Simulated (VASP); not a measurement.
# Na (I4/mmm) in VASP: a series of runs

The runs below take Na through single point, with PBE.

Program: VASP 6.6.1. These are calculated values, not measurements. Logs are shortened: lines on timing, memory, paths and dates and some standing lists are left out, and cuts for length are marked.

**1. Starting point**

The structure is tetragonal, space group I4/mmm (No. 139). The conventional cell has a = 3.777 Å, b = 3.777 Å, c = 5.275 Å, α = 90.00°, β = 90.00°, γ = 90.00°. Around Na (site symmetry 4/mmm) lie 12 Na at 3.75 to 3.78 Å.

This isn't the form of Na at room conditions, which is bcc.

**2. Single point, PBE**

INCAR reads:

```
PREC = Accurate
ENCUT = 460
EDIFF = 1E-6
ISMEAR = -1
SIGMA = 0.1
LREAL = F
LASPH = T
NELM = 100
ALGO = Normal
ISIF = 2
LWAVE = F
LCHARG = F
GGA = PE
NBANDS = 10
ADDGRID = F
```

KPOINTS reads:

```
Automatic mesh
0
Gamma
  10 10 10
```

POSCAR reads:

```
Na
1.0
   -1.8882910800      1.8882910800      2.6372766800
    1.8882910800     -1.8882910800      2.6372766800
    1.8882910800      1.8882910800     -2.6372766800
Na
1
Direct
    0.0000000000      0.0000000000      0.0000000000
```

Potentials or basis: VASP PAW PBE potentials, release 64 (Na_pv).

Command:

```
$ cat potpaw_PBE.64/Na_pv/POTCAR > POTCAR
$ mpirun -np 1 vasp_std > vasp.out
```

OUTCAR:

```text
PREC = Accurate
   ENCUT = 460
   EDIFF = 1E-6
   ISMEAR = -1
   LREAL = F
   LASPH = T
   NELM = 100
   ISIF = 2
   GGA = PE

 Found    102 irreducible k-points:

 Following reciprocal coordinates:
            Coordinates               Weight
  0.000000  0.000000  0.000000      1.000000
  0.100000 -0.000000  0.000000      8.000000
  0.200000 -0.000000  0.000000      8.000000
  0.300000 -0.000000  0.000000      8.000000
  0.400000 -0.000000  0.000000      8.000000
  0.500000 -0.000000  0.000000      4.000000
   k-points           NKPTS =    102   k-points in BZ     NKDIM =    102   number of bands    NBANDS=     10
   number of dos      NEDOS =    301   number of ions     NIONS =      1
   total plane-waves  NPLWV =  21952
   dimension x,y,z NGX =    28 NGY =   28 NGZ =   28
   dimension x,y,z NGXF=    56 NGYF=   56 NGZF=   56
   ions per type =               1
   NGX,Y,Z   is equivalent  to a cutoff of  12.40, 12.40, 12.40 a.u.
   NGXF,Y,Z  is equivalent  to a cutoff of  24.80, 24.80, 24.80 a.u.
 SYSTEM =  unknown system
   PREC   = accura    normal or accurate (medium, high low for compatibility)
   ISTART =      0    job   : 0-new  1-cont  2-samecut
   ICHARG =      2    charge: 1-file 2-atom 10-const
   ISPIN  =      1    spin polarized calculation?
   LNONCOLLINEAR =      F non collinear calculations
   LSORBIT =      F    spin-orbit coupling
   LASPH  =      T    aspherical Exc in radial PAW
   ENCUT  =  460.0 eV  33.81 Ry    5.81 a.u.   6.56  6.56  6.56*2*pi/ulx,y,z
   NELM   =    100;   NELMIN=  2; NELMDL= -5     # of ELM steps
   EDIFF  = 0.1E-05   stopping-criterion for ELM
   LREAL  =      F    real-space projection
   EDIFFG = 0.1E-04   stopping-criterion for IOM
   NSW    =      0    number of steps for IOM
   IBRION =     -1    ionic relax: 0-MD 1-quasi-New 2-CG
   NFREE  =      0    steps in history (QN), initial steepest desc. (CG)
   ISIF   =      2    stress and relaxation
   ISYM   =      2    0-nonsym 1-usesym 2-fastsym
   POTIM  = 0.5000    time-step for ionic-motion
   TEBEG  =    0.0;   TEEND  =   0.0 temperature during run
   PSTRESS=    0.0 pullay stress
   NELECT =       7.0000    total number of electrons
   NUPDOWN=      -1.0000    fix difference up-down
   EMIN   =  10.00;   EMAX   =-10.00  energy-range for DOS
   EFERMI =   0.00;   METHOD = LEGACY
   ISMEAR =    -1;   SIGMA  =   0.10  broadening in eV -4-tet -1-fermi 0-gaus
   EFERMI_NEDOS =   21; number of points for ismear=-14 and -15
   IALGO  =     38    algorithm
   IMIX   =      4    mixing-type and parameters
     AMIX     =   0.40;   BMIX     =  1.00
     AMIX_MAG =   1.60;   BMIX_MAG =  1.00
  volume/ion in A,a.u.               =      37.61       253.83
  Fermi-wavevector in a.u.,A,eV,Ry     =   0.934666  1.766262 11.886050  0.873600
  Thomas-Fermi vector in A             =   2.061494
   LORBIT       =      0    0 simple, 1 ext, 2 COOP (PROOUT), +10 PAW based schemes
   GGA     = PE    functional components
   LHFCALC =     F    Hartree Fock is set to
   AEXX    =    0.0000 exact exchange contribution
   IVDW    =     0    specifies the selected vdW correction
   LEPSILON=     F    determine dielectric tensor
   LRPA    =     F    only Hartree local field effects (RPA)
 non-spin polarized calculation
  energy-cutoff  :      460.00
  volume of cell :       37.61
 maximum number of plane-waves:       869
 NGX is ok and might be reduce to    28
   NGX = 13   NGY = 13   NGZ = 13

 number of electron       6.9999993 magnetization

 Free energy of the ion-electron system (eV)
  ---------------------------------------------------
  ext. energy  EPLUGINS =         0.00000000
  ---------------------------------------------------
  free energy    TOTEN  =        -1.32010433 eV

  energy without entropy =       -1.30426845  energy(sigma->0) =       -1.31218639

 E-fermi :   0.2377     XC(G=0):  -6.4647

 val. band max:        0.2255927641   @ k =  -0.3000  -0.4000   0.2000
 cond. band min:       0.4187445749   @ k =  -0.4000   0.4000   0.0000
 fundamental gap:      0.1931518108
 Fermi energy:         0.2376552551

 k-point     1 :       0.0000    0.0000    0.0000
  band No.  band energies     occupation
      1     -24.6215      2.00000
      2     -24.6214      2.00000
      3     -24.6214      2.00000
      4      -2.9621      2.00000
      5      11.2792      0.00000
      6      11.2792      0.00000
      7      11.3222      0.00000
      8      12.3819      0.00000
      9      12.8234      0.00000
     10      12.8242      0.00000

 k-point     2 :       0.1000   -0.0000    0.0000
  band No.  band energies     occupation
      1     -24.6246      2.00000
      2     -24.6219      2.00000
      3     -24.6219      2.00000
      4      -2.7973      2.00000
      5       9.2849      0.00000
      6      10.9619      0.00000
      7      11.0115      0.00000
      8      12.3099      0.00000
      9      13.3786      0.00000
     10      13.3973      0.00000

 k-point     3 :       0.2000   -0.0000    0.0000
  band No.  band energies     occupation
      1     -24.6329      2.00000
      2     -24.6231      2.00000
      3     -24.6229      2.00000
      4      -2.3060      2.00000
      5       6.8879      0.00000
      6      10.5343      0.00000
      7      10.6162      0.00000
      8      11.8201      0.00000
      9      13.3605      0.00000
     10      13.5974      0.00000

 k-point     4 :       0.3000   -0.0000    0.0000
  band No.  band energies     occupation
      1     -24.6431      2.00000
      2     -24.6246      2.00000
      3     -24.6242      2.00000
      4      -1.4973      2.00000
      5       4.6878      0.00000
      6      10.2835      0.00000
      7      10.3978      0.00000
      8      11.5033      0.00000
      9      12.3093      0.00000
     10      12.5378      0.00000

 k-point     5 :       0.4000   -0.0000    0.0000
  band No.  band energies     occupation
      1     -24.6513      2.00000
      2     -24.6258      2.00000
      3     -24.6253      2.00000
      4      -0.3862      1.99610
      5       2.7384      0.00000
      6      10.2265      0.00000
      7      10.3726      0.00000
      8      11.3811      0.00000
      9      11.5617      0.00000
     10      11.7881      0.00000

 k-point     6 :       0.5000   -0.0000    0.0000
  band No.  band energies     occupation
      1     -24.6544      2.00000
      2     -24.6263      2.00000
      3     -24.6258      2.00000
      4       0.8401      0.00483
      5       1.2326      0.00010
      6      10.2542      0.00000
      7      10.4198      0.00000
      8      11.2641      0.00000
      9      11.3035      0.00000
     10      11.5545      0.00000

 [... further k-points ...]

------------------------ aborting loop because EDIFF is reached ----------------------------------------

  FORCE on cell =-STRESS in cart. coord.  units (eV):
  Direction    XX          YY          ZZ          XY          YZ          ZX
  --------------------------------------------------------------------------------------
  -------------------------------------------------------------------------------------
  Total       -0.0506444     -0.0506444     -0.0449034      0.0000000      0.0000000      0.0000000
  in kB       -2.1571891     -2.1571891     -1.9126545      0.0000000      0.0000000      0.0000000
  external PRESSURE =      -2.0756776 kB  Pullay stress =       0.0000000 kB

 VOLUME and BASIS-vectors are now :
 -----------------------------------------------------------------------------
  energy-cutoff  :      460.00
  volume of cell :       37.61
      direct lattice vectors                 reciprocal lattice vectors
    -1.888291080  1.888291080  2.637276680     0.000000000  0.264789685  0.189589512
     1.888291080 -1.888291080  2.637276680     0.264789685  0.000000000  0.189589512
     1.888291080  1.888291080 -2.637276680     0.264789685  0.264789685  0.000000000

 POSITION                                       TOTAL-FORCE (eV/Angst)
 -----------------------------------------------------------------------------------
      0.00000      0.00000      0.00000         0.000000      0.000000      0.000000
 -----------------------------------------------------------------------------------
    total drift:                                0.000000     -0.000000     -0.000000

  FREE ENERGIE OF THE ION-ELECTRON SYSTEM (eV)
  ---------------------------------------------------
  free  energy   TOTEN  =        -1.3201043270 eV

  energy  without entropy=       -1.3042684515  energy(sigma->0) =       -1.31218639
```

Wall time 12 s (1 thread of AMD EPYC 9R45 (Zen 5), shared host); peak memory 0.13 GiB.

The run converged, but some of its settings lie outside the range that counts as converged, so its numbers aren't taken as properties of the crystal.

Results:

```yaml
Free_energy: -1.3201 eV
Pressure: -0.2 GPa
Band_gap_on_the_k_mesh: none (metal or under the smearing width)
```

**3. Single point, PBE**

INCAR, as its differences from that of step 2:

```diff
@@ -1,5 +1,5 @@
 PREC = Accurate
-ENCUT = 460
+ENCUT = 520
 EDIFF = 1E-6
-ISMEAR = -1
+ISMEAR = 1
 SIGMA = 0.1
```

KPOINTS is that of step 2.

POSCAR is that of step 2.

Potentials or basis: VASP PAW PBE potentials, release 64 (Na_pv).

Command:

```
$ cat potpaw_PBE.64/Na_pv/POTCAR > POTCAR
$ mpirun -np 1 vasp_std > vasp.out
```

It took 13 s on 1 thread of AMD EPYC 9R45 (Zen 5), shared host; peak memory 0.14 GiB.

The run converged, but some of its settings lie outside the range that counts as converged, so its numbers aren't taken as properties of the crystal.

Results:

* Free energy: -1.3106 eV
* Pressure: -0.1 GPa
* Band gap on the k mesh: none (metal or under the smearing width)

**4. Single point, PBE**

INCAR, as its differences from that of step 3:

```diff
@@ -1,2 +1,2 @@
-PREC = Accurate
+PREC = Low
 ENCUT = 520
```

KPOINTS is that of step 3.

POSCAR is that of step 3.

Potentials or basis: VASP PAW PBE potentials, release 64 (Na_pv).

Command:

```
$ cat potpaw_PBE.64/Na_pv/POTCAR > POTCAR
$ mpirun -np 1 vasp_std > vasp.out
```

OUTCAR:

```text
PREC = Low
   ENCUT = 520
   EDIFF = 1E-6
   ISMEAR = 1
   LREAL = F
   LASPH = T
   NELM = 100
   ISIF = 2
   GGA = PE

 Found    102 irreducible k-points:

 Following reciprocal coordinates:
            Coordinates               Weight
  0.000000  0.000000  0.000000      1.000000
  0.100000 -0.000000  0.000000      8.000000
  0.200000 -0.000000  0.000000      8.000000
  0.300000 -0.000000  0.000000      8.000000
  0.400000 -0.000000  0.000000      8.000000
  0.500000 -0.000000  0.000000      4.000000
   k-points           NKPTS =    102   k-points in BZ     NKDIM =    102   number of bands    NBANDS=     10
   number of dos      NEDOS =    301   number of ions     NIONS =      1
   total plane-waves  NPLWV =  13824
   dimension x,y,z NGX =    24 NGY =   24 NGZ =   24
   dimension x,y,z NGXF=    24 NGYF=   24 NGZF=   24
   ions per type =               1
   NGX,Y,Z   is equivalent  to a cutoff of  10.63, 10.63, 10.63 a.u.
   NGXF,Y,Z  is equivalent  to a cutoff of  10.63, 10.63, 10.63 a.u.
 SYSTEM =  unknown system
   PREC   = low       normal or accurate (medium, high low for compatibility)
   ISTART =      0    job   : 0-new  1-cont  2-samecut
   ICHARG =      2    charge: 1-file 2-atom 10-const
   ISPIN  =      1    spin polarized calculation?
   LNONCOLLINEAR =      F non collinear calculations
   LSORBIT =      F    spin-orbit coupling
   LASPH  =      T    aspherical Exc in radial PAW
   ENCUT  =  520.0 eV  38.22 Ry    6.18 a.u.   6.98  6.98  6.98*2*pi/ulx,y,z
   NELM   =    100;   NELMIN=  2; NELMDL= -5     # of ELM steps
   EDIFF  = 0.1E-05   stopping-criterion for ELM
   LREAL  =      F    real-space projection
   EDIFFG = 0.1E-04   stopping-criterion for IOM
   NSW    =      0    number of steps for IOM
   IBRION =     -1    ionic relax: 0-MD 1-quasi-New 2-CG
   NFREE  =      0    steps in history (QN), initial steepest desc. (CG)
   ISIF   =      2    stress and relaxation
   ISYM   =      2    0-nonsym 1-usesym 2-fastsym
   POTIM  = 0.5000    time-step for ionic-motion
   TEBEG  =    0.0;   TEEND  =   0.0 temperature during run
   PSTRESS=    0.0 pullay stress
   NELECT =       7.0000    total number of electrons
   NUPDOWN=      -1.0000    fix difference up-down
   EMIN   =  10.00;   EMAX   =-10.00  energy-range for DOS
   EFERMI =   0.00;   METHOD = LEGACY
   ISMEAR =     1;   SIGMA  =   0.10  broadening in eV -4-tet -1-fermi 0-gaus
   EFERMI_NEDOS =   21; number of points for ismear=-14 and -15
   IALGO  =     38    algorithm
   IMIX   =      4    mixing-type and parameters
     AMIX     =   0.40;   BMIX     =  1.00
     AMIX_MAG =   1.60;   BMIX_MAG =  1.00
  volume/ion in A,a.u.               =      37.61       253.83
  Fermi-wavevector in a.u.,A,eV,Ry     =   0.934666  1.766262 11.886050  0.873600
  Thomas-Fermi vector in A             =   2.061494
   LORBIT       =      0    0 simple, 1 ext, 2 COOP (PROOUT), +10 PAW based schemes
   GGA     = PE    functional components
   LHFCALC =     F    Hartree Fock is set to
   AEXX    =    0.0000 exact exchange contribution
   IVDW    =     0    specifies the selected vdW correction
   LEPSILON=     F    determine dielectric tensor
   LRPA    =     F    only Hartree local field effects (RPA)
 non-spin polarized calculation
 Methfessel and Paxton  Order N= 1 SIGMA  =   0.10
  energy-cutoff  :      520.00
  volume of cell :       37.61
 maximum number of plane-waves:      1025
   NGX = 13   NGY = 13   NGZ = 13

 number of electron       7.0000786 magnetization

 Free energy of the ion-electron system (eV)
  ---------------------------------------------------
  ext. energy  EPLUGINS =         0.00000000
  ---------------------------------------------------
  free energy    TOTEN  =        -1.31293859 eV

  energy without entropy =       -1.31165324  energy(sigma->0) =       -1.31251014

 E-fermi :   0.1918     XC(G=0):  -6.4657

 val. band max:        0.1897822355   @ k =   0.4000   0.1000   0.0000
 cond. band min:       0.2247327503   @ k =  -0.3000  -0.4000   0.2000
 fundamental gap:      0.0349505149
 Fermi energy:         0.1918242253

 k-point     1 :       0.0000    0.0000    0.0000
  band No.  band energies     occupation
      1     -24.6206      2.00000
      2     -24.6200      2.00000
      3     -24.6199      2.00000
      4      -2.9631      2.00000
      5      11.2779      0.00000
      6      11.2797      0.00000
      7      11.3213      0.00000
      8      12.3831      0.00000
      9      12.8177      0.00000
     10      12.8216      0.00000
[... 53 lines left out ...]
 k-point     6 :       0.5000   -0.0000    0.0000
  band No.  band energies     occupation
      1     -24.6532      2.00000
      2     -24.6251      2.00000
      3     -24.6247      2.00000
      4       0.8399     -0.00000
      5       1.2308     -0.00000
      6      10.2545      0.00000
      7      10.4193      0.00000
      8      11.2607      0.00000
      9      11.3012      0.00000
     10      11.5516      0.00000

 [... further k-points ...]

------------------------ aborting loop because EDIFF is reached ----------------------------------------

  FORCE on cell =-STRESS in cart. coord.  units (eV):
  Direction    XX          YY          ZZ          XY          YZ          ZX
  --------------------------------------------------------------------------------------
  -------------------------------------------------------------------------------------
  Total       -0.0209255     -0.0209255     -0.0517474      0.0000000      0.0000000      0.0000000
  in kB       -0.8913167     -0.8913167     -2.2041738      0.0000000      0.0000000      0.0000000
  external PRESSURE =      -1.3289357 kB  Pullay stress =       0.0000000 kB

 VOLUME and BASIS-vectors are now :
 -----------------------------------------------------------------------------
  energy-cutoff  :      520.00
  volume of cell :       37.61
      direct lattice vectors                 reciprocal lattice vectors
    -1.888291080  1.888291080  2.637276680     0.000000000  0.264789685  0.189589512
     1.888291080 -1.888291080  2.637276680     0.264789685  0.000000000  0.189589512
     1.888291080  1.888291080 -2.637276680     0.264789685  0.264789685  0.000000000

 POSITION                                       TOTAL-FORCE (eV/Angst)
 -----------------------------------------------------------------------------------
      0.00000      0.00000      0.00000         0.000000     -0.000000      0.000000
 -----------------------------------------------------------------------------------
    total drift:                               -0.000000     -0.000000      0.000000

  FREE ENERGIE OF THE ION-ELECTRON SYSTEM (eV)
  ---------------------------------------------------
  free  energy   TOTEN  =        -1.3129385870 eV

  energy  without entropy=       -1.3116532428  energy(sigma->0) =       -1.31251014
```

Wall time 8.1 s (1 thread of AMD EPYC 9R45 (Zen 5), shared host); peak memory 0.1 GiB.

These settings aren't checked as converged: the numbers below hold their error.

What came out:

```
Free energy            : -1.3129 eV
Pressure               : -0.1 GPa
Band gap on the k mesh : none (metal or under the smearing width)
```
